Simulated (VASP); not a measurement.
**VASP 6.6.1 run: HgTe**

INCAR

```
IVDW = 10
ISPIN = 2
ISIF = 2
EDIFF = 1E-7
NELM = 73
LWAVE = .FALSE.
LASPH = .TRUE.
SIGMA = 0.02
ISMEAR = -1
IBRION = -1
LCHARG = .FALSE.
NBANDS = 16
PREC = Accurate
ENCUT = 520
NSW = 0
LREAL = .FALSE.
GGA = PE
MAGMOM = 0.5 0.5
```

KPOINTS

```
KPOINTS created by Atomic Simulation Environment
0
Gamma
6 6 6
0 0 0
```

POSCAR

```
Hg Te
 1.0000000000000000
     0.0000000000000000    3.4207242017000001    3.4207242017000001
     3.4207242017000001    0.0000000000000000    3.4207242017000001
     3.4207242017000001    3.4207242017000001    0.0000000000000000
 Hg  Te
   1   1
Cartesian
  0.0000000000000000  0.0000000000000000  0.0000000000000000
  1.7103621008500001  1.7103621008500001  1.7103621008500001
```

The recommended PBE PAW datasets give the neutral cell 18 valence electrons.

Command

```
mpirun -np 1 vasp_std
```

OSZICAR

```
N       E                     dE             d eps       ncg     rms          rms(c)
DAV:   1     0.103109903777E+03    0.10311E+03   -0.74024E+03  1024   0.919E+02
DAV:   2     0.172442890525E+00   -0.10294E+03   -0.95757E+02  1184   0.219E+02
DAV:   3    -0.368166525936E+01   -0.38541E+01   -0.38432E+01  1272   0.444E+01
DAV:   4    -0.371946926112E+01   -0.37804E-01   -0.37800E-01  1504   0.393E+00
DAV:   5    -0.371958276023E+01   -0.11350E-03   -0.11350E-03  1360   0.206E-01    0.572E+00
DAV:   6    -0.359766394389E+01    0.12192E+00   -0.38858E-01  1168   0.730E+00    0.434E+00
DAV:   7    -0.359535529827E+01    0.23086E-02   -0.76965E-02  1072   0.178E+00    0.239E+00
DAV:   8    -0.359547076561E+01   -0.11547E-03   -0.64679E-03  1120   0.717E-01    0.124E+00
DAV:   9    -0.359429850822E+01    0.11723E-02   -0.61001E-04  1272   0.233E-01    0.187E-01
DAV:  10    -0.359446221701E+01   -0.16371E-03   -0.30447E-04  1088   0.140E-01    0.787E-02
DAV:  11    -0.359450304058E+01   -0.40824E-04   -0.37803E-05  1272   0.457E-02    0.423E-02
DAV:  12    -0.359451656982E+01   -0.13529E-04   -0.67540E-06  1136   0.191E-02    0.150E-02
DAV:  13    -0.359452267572E+01   -0.61059E-05   -0.48717E-06  1200   0.152E-02    0.649E-03
DAV:  14    -0.359452366977E+01   -0.99405E-06   -0.13755E-06  1176   0.726E-03    0.382E-03
DAV:  15    -0.359452372642E+01   -0.56659E-07   -0.60805E-08  1000   0.194E-03
   1 F= -.42025477E+01 E0= -.42023705E+01  d E =-.354473E-03  mag=    -0.0000
```

It converged. Results: pressure -4.2 GPa; magnetic moment of the cell 0.00 μB.

For comparison, a separate PBE run of the intended cell, on usual settings and not on those above, gives a gap of 0.00 eV on its mesh and a pressure of -2.3 GPa.

The run above took about 41 s on one core of a shared host (Intel Xeon Platinum 8488C) and held 0.25 GiB at most.
